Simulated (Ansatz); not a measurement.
Al2O3:

```
Al O
1.0
     4.61378    0.00000    0.00000
     0.00000    9.56328    0.00000
     0.00000    0.00000    3.11986
Al O
4 6
Direct
  0.98298 0.82457 0.00000
  0.01702 0.17543 0.00000
  0.48297 0.67543 0.50000
  0.51702 0.32457 0.50000
  0.50000 0.50000 0.50000
  0.12363 0.75305 0.50000
  0.37637 0.25305 0.00000
  0.62364 0.74695 0.00000
  0.00000 0.00000 0.00000
  0.87636 0.24695 0.50000
```

Measurements of this composition are mostly on another form, of space group No. 167.

* Program: Ansatz 0.2.0
* Task: relaxation of cell and atoms
* Functional: PBEsol
* Dispersion: D4
* Potentials or basis: Ansatz PAW
* Cutoff: 420 eV (not typed: the program's choice for these potentials)
* k mesh: 5 × 3 × 7
* Occupations: fermi-dirac, width 0.05 eV
* Spin: no spin polarisation

At the start: volume 13.77 Å³/atom.

**Question.** How do energy, volume and symmetry change on relaxing?

**Answer.** It ends after 17 steps and the volume is 13.06 Å³/atom (-5.1 %); space group Pnnm (No. 58, to 0.05 Å).

Step by step:
```tsv
step	energy change (eV)	largest force (eV/Å)	volume (Å³)
1	0.0000	0.1736	137.66
2	-0.0828	0.1172	136.33
3	-0.1539	0.0962	135.09
4	-0.1722	0.0642	135.30
5	-0.1913	0.1764	136.47
6	-0.2094	0.0454	135.46
7	-0.2230	0.2349	133.90
8	-0.2387	0.0416	132.21
9	-0.2404	0.0033	131.88
10	-0.2419	0.0092	131.52
11	-0.2419	0.0012	131.51
12	-0.2269	0.0007	131.51
13	-0.2308	0.0328	130.55
14	-0.2305	0.0057	130.65
15	-0.2274	0.0057	130.65
16	-0.2277	0.0002	130.57
17	-0.2275	0.0002	130.57
```

Final structure:
```
Al O
1.0
     4.55028    0.00000    0.00000
     0.00000    9.58108    0.00000
     0.00000    0.00000    2.99503
Al O
4 6
Direct
  0.11179 0.83339 0.00000
  0.88821 0.16661 0.00000
  0.61179 0.66661 0.50000
  0.38821 0.33339 0.50000
  0.50000 0.50000 0.50000
  0.30283 0.78464 0.50000
  0.19717 0.28464 0.00000
  0.80283 0.71536 0.00000
  0.00000 0.00000 0.00000
  0.69717 0.21536 0.50000
```

Caveat: the plane-wave basis is chosen anew once the cell has moved, so the energies of steps on either side of that aren't comparable; the pressure holds a Pulay correction of +0.6 GPa for the finite cutoff; the PAW data sets come from PBE, with cores solved anew for the run's functional, which leaves a small shift of forces and pressure.
